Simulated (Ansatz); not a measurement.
The system is Gd.

```
CELL_PARAMETERS angstrom
3.63600 0.00000 0.00000
-1.81800 3.14887 0.00000
0.00000 0.00000 5.78260
ATOMIC_POSITIONS crystal
Gd 0.66667 0.33333 0.75000
Gd 0.33333 0.66667 0.25000
```

| Property | Result |
| --- | --- |
| Program | Ansatz 0.2.0 |
| Task | relaxation of cell and atoms |
| Functional | r2SCAN |
| Potentials or basis | Ansatz PAW |
| Cutoff | 500 eV (not typed: the program's choice for these potentials) |
| k mesh | 8 × 8 × 5 |
| Occupations | fermi-dirac, width 0.05 eV |
| Spin | collinear spin, ferromagnetic start |
| Starting moments | [7.0, 7.0] μB |

At the start: volume 33.10 Å³/atom.

Q: Where does the relaxation end?

A: It ends after 4 steps and the volume is 33.86 Å³/atom (+2.3 %); space group P6_3/mmc (No. 194, to 0.05 Å); moment 15.88 μB per cell.

Step by step:
| step | energy change (eV) | largest force (eV/Å) | volume (Å³) |
| --- | --- | --- | --- |
| 1 | 0.0000 | 0.0000 | 66.21 |
| 2 | -0.0057 | 0.0000 | 67.69 |
| 3 | -0.0057 | 0.0000 | 67.72 |
| 4 | -0.0062 | 0.0000 | 67.72 |

Final structure:
```cif
data_structure
_symmetry_space_group_name_H-M 'P 1'
_symmetry_Int_Tables_number 1
_cell_length_a 3.6448
_cell_length_b 3.6448
_cell_length_c 5.8862
_cell_angle_alpha 90.000
_cell_angle_beta 90.000
_cell_angle_gamma 120.000
_cell_volume 67.72
loop_
_atom_site_label
_atom_site_type_symbol
_atom_site_fract_x
_atom_site_fract_y
_atom_site_fract_z
_atom_site_occupancy
Gd1 Gd 0.66667 0.33333 0.75000 1
Gd2 Gd 0.33333 0.66667 0.25000 1
```

Caveat: the magnetic or orbital state may not be the lowest; the plane-wave basis is chosen anew once the cell has moved, so the energies of steps on either side of that aren't comparable; the PAW data sets come from PBE, with cores solved anew for the run's functional, which leaves a small shift of forces and pressure.
